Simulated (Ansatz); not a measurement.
Space group Im-3m (No. 229). a = 3.311 Å, b = 3.311 Å, c = 3.311 Å, α = 90.00°, β = 90.00°, γ = 90.00°
| atom | site | symmetry | x | y | z |
| --- | --- | --- | --- | --- | --- |
| Nb | 2a | m-3m | 0.0000 | 0.0000 | 0.0000 |

Equation of state of this Nb structure (not necessarily the ground state), with shape and atoms relaxed at each volume where symmetry leaves them free. It has no gap at any of these volumes. All numbers below come from DFT PBE, scalar-relativistic, plane waves, PAW (Ansatz).

Plane waves to 420 eV, a k mesh through Γ of 18×18×18 on the computed 1-atom cell and Gaussian smearing (0.10 eV); no spin polarisation.

```tsv
V (Å³/atom)	E − E(largest V) (meV/atom)	P (GPa)
15.973	82.79	26.89
16.517	5.84	18.74
17.062	-45.37	11.63
17.606	-73.91	5.42
18.151	-82.70	0.00
18.695	-74.38	-4.73
19.240	-51.13	-8.87
19.966	0.00	-13.57
```

Fit a third-order Birch–Murnaghan equation to E(V).

V0 = 18.15 Å³/atom, B0 = 168 GPa, B0' = 3.5.